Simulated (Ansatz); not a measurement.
L1₀ (CuAu-type) CoPt, treated with r²SCAN in Ansatz (PAW).

Settings: plane-wave cutoff 500 eV, 20×20×16 k mesh (along the axes of the cell as run), Fermi–Dirac smearing 0.1 eV, spin-polarised with parallel moments, scalar-relativistic PAW data made under PBE.

Cell (relaxed at this level):

```yaml
crystal:
  lattice:
    - [2.67726, 0.00000, 0.00000]
    - [0.00000, 2.67726, 0.00000]
    - [0.00000, 0.00000, 3.72805]
  atoms:
    - { symbol: Co, position: [0.00000, 0.00000, 0.00000] }
    - { symbol: Pt, position: [0.50000, 0.50000, 0.50000] }
```

### Question
Estimate the magnetic moment (largest site, within a sphere) that the calculation returns.

### Answer

- magnetic moment (largest site, within a sphere): 2.20 μB

Moments are spin moments.

Spin–orbit coupling is not included.

Computed values are for the static lattice.

Ansatz is an electronic-structure program.
